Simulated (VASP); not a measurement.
Crystal: CdSe.

```
Cd Se
1.0
     0.00000    3.07027    3.07027
     3.07027    0.00000    3.07027
     3.07027    3.07027    0.00000
Cd Se
1 1
Direct
  0.00000 0.00000 0.00000
  0.75000 0.75000 0.75000
```

Measurements of this composition are mostly on another form, of space group No. 186.

| Property | Result |
| --- | --- |
| Program | VASP 6.6.1 |
| Task | relaxation of cell and atoms |
| Functional | PBEsol |
| Potentials or basis | VASP PAW PBE potentials, release 64 (Cd, Se) |
| Cutoff | 600 eV |
| k mesh | 8 × 8 × 8 |
| Occupations | gaussian, width 0.03 eV |
| Spin | no spin polarisation |

At the start: pressure -1.1 GPa; volume 28.94 Å³/atom.

Problem. Where does the relaxation end?

Solution. Over 3 steps the energy falls by 2.5 meV/atom and the volume is 28.27 Å³/atom (-2.3 %); space group F-43m (No. 216, to 0.05 Å).

The path:
```csv
step,energy change (eV),largest force (eV/Å),pressure (GPa),volume (Å³)
1,0.0000,0.0000,-1.15,57.88
2,-0.0045,0.0000,0.33,56.16
3,-0.0049,0.0000,0.02,56.53
```

Final structure:
```xyz
2
Lattice="0.0000 3.0462 3.0462 3.0462 0.0000 3.0462 3.0462 3.0462 0.0000" Properties=species:S:1:pos:R:3 pbc="T T T"
Cd    0.0000    0.0000    0.0000
Se    4.5693    4.5693    4.5693
```

Caveat: the PAW data sets were made with another functional, which shifts forces and pressure a little.
